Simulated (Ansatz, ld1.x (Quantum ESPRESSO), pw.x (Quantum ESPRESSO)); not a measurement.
silicon (fcc): variants of one ultrasoft potential in the solid

silicon (Si), ultrasoft, made with ld1.x (Quantum ESPRESSO) 7.5 (PBEsol, scalar-relativistic). Core [Ne], reference 3s2 3p2. Waves: 3s (bound): rcut 1.60, rcutus 1.75 bohr; 3s channel at -0.3 Ry: rcut 1.60, rcutus 1.75 bohr; 3p (bound): rcut 1.90, rcutus 2.10 bohr; 3p channel at 1.5 Ry: rcut 1.90, rcutus 2.10 bohr. Local part: all-electron potential smoothed inside 1.80 bohr (lloc = -2). Core correction: Bessel-smoothed model core, default radius (core density twice the valence density). Augmentation charge: PSQ, radius 1.25 bohr.

Crystal test: fcc Si in pw.x 7.5, no spin, 15³ k-points, Fermi–Dirac smearing 0.01 Ry, cutoffs set for each file from its atomic test. The reference is all-electron LAPW (Ansatz 0.2.0) with the same functional, mesh and smearing; V0 and B0 come from Birch–Murnaghan fits to the pressures at five volumes. Errors are pseudo minus all-electron; Δ is the rms difference of the E(V) curves that follow from these fits, minima aligned, over ±6 % about the mean V0. Mesh and smearing are coarse, so the numbers serve the comparison and aren't converged zero-temperature values; the lattice is a test structure that the element need not adopt.

All-electron: a0 = 3.832 Å (V0 = 14.07 Å³/atom), B0 = 91.1 GPa.

Base: This is a poor potential for the solid. The atomic tests give no hint of an error of this size, and its cause was not traced.

2 further variants are left out: they gave no file fit for a test, a broken result, the same result as the base, or pressures whose basis-set error rivals the error shown.

A dash in a converged row means that the minimum lies outside the volumes sampled.

| change | cutoffs (Ry) | pw.x | mean pressure error (GPa) |
| --- | --- | --- | --- |
| base | 40/320 | converged | +10.55 |
| all radii but the core radius scaled by about 0.90 (s 1.58, p 1.90 bohr, rcut 1.46/1.72); local potential all-electron potential smoothed inside 1.64 bohr (lloc = -2); augmentation PSQ, radius 1.14 bohr | 40/320 | converged | +8.22 |
| all radii but the core radius scaled by about 1.37 (s 2.40, p 2.86 bohr, rcut 2.18/2.60); local potential all-electron potential smoothed inside 2.46 bohr (lloc = -2); augmentation PSQ, radius 1.70 bohr | 40/320 | converged | +25.59 |

Problem. Give the row for: all radii but the core radius scaled by about 1.21 (s 2.12, p 2.54 bohr, rcut 1.94/2.30); local potential all-electron potential smoothed inside 2.18 bohr (lloc = -2); augmentation PSQ, radius 1.52 bohr.

Solution. pw.x: converged; mean pressure error (GPa): +18.02.
